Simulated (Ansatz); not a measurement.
**Stress against strain in Li**

```
CELL_PARAMETERS angstrom
1.55050 0.89518 7.58830
-1.55050 0.89518 7.58830
0.00000 -1.79036 7.58830
ATOMIC_POSITIONS crystal
Li 0.00000 0.00000 0.00000
Li 0.22200 0.22200 0.22200
Li 0.77800 0.77800 0.77800
```

Atoms are numbered in the order listed.

The cell is a measured one (Crystallography Open Database entry 9017802); the temperature and pressure of the measurement aren't taken into account, and nothing was relaxed.

The calculation used DFT, PBE, all-electron LAPW, scalar-relativistic (Ansatz 0.2.0).

Settings: a Γ-centred 12×12×12 k mesh, Fermi–Dirac smearing of 0.05 eV, basis error target 1 meV/atom, no spin polarisation.

The strain is applied along the Cartesian axes of the cell as listed (the other components stay zero). Fractional coordinates are held (clamped ions).

σ is the change of stress from the unstrained cell, which is at -0.52 GPa; tension is positive, so slopes are stress–strain coefficients at that pressure. In a metal the k mesh adds noise.

Only quantities that a quadratic follows smoothly over the whole series are listed; rougher ones are left out.

```
    εzz  σzz (GPa)  σxx (GPa)
-0.0300      -0.91      -0.12
-0.0100      -0.28      -0.04
 0.0000       0.00       0.00
 0.0100       0.26       0.05
 0.0200       0.49       0.09
 0.0300       0.72       0.14
```

Fit the series and read off the stiffness at zero strain.

Least-squares fits y = p0 + p1 x + p2 x² to the rows give σzz (GPa): p1 = 27.1, p2 = -110; σxx (GPa): p1 = 4.33, p2 = 8.3. So C33 = 27 GPa and C13 = 4 GPa, for these axes.

One run, at εzz = -0.0200, is withheld. Predict its row.

The fits give -0.59, -0.08; the run gave -0.58, -0.08.
